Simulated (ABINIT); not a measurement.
The system is P.

```
P
1.0
     1.64774   -5.46504    0.00000
     1.64774    5.46504    0.00000
     0.00000    0.00000    4.54364
P
4
Direct
  0.90414 0.09586 0.58882
  0.09586 0.90414 0.41118
  0.59586 0.40414 0.08882
  0.40414 0.59586 0.91118
```

Base run:

| Property | Result |
| --- | --- |
| Program | ABINIT 10.8.3 (patched build) |
| Functional | r2SCAN |
| Potentials or basis | PseudoDojo NC SR PBE v0.4.1 standard |
| Cutoff | 707 eV |
| k mesh | 6 × 6 × 5 |
| Occupations | fermi-dirac, width 0.05 eV |
| Spin | no spin polarisation |

Its results: band gap on the k mesh 0.18 eV, direct; pressure 1.7 GPa; largest force 0.274 eV/Å.

**Question.** The run is repeated on the same cell with these changes: potentials or basis from PseudoDojo NC SR PBE v0.4.1 standard to Ansatz NC r2SCAN; cutoff from 707 eV to 680 eV. What comes out?

**Answer.** Band gap on the k mesh 0.23 eV, direct; pressure 0.6 GPa; largest force 0.081 eV/Å.

Caveats: a meta-GGA on potentials with a model core is unreliable (some runs); the potentials were made for another functional, which shifts forces and pressure (some runs).
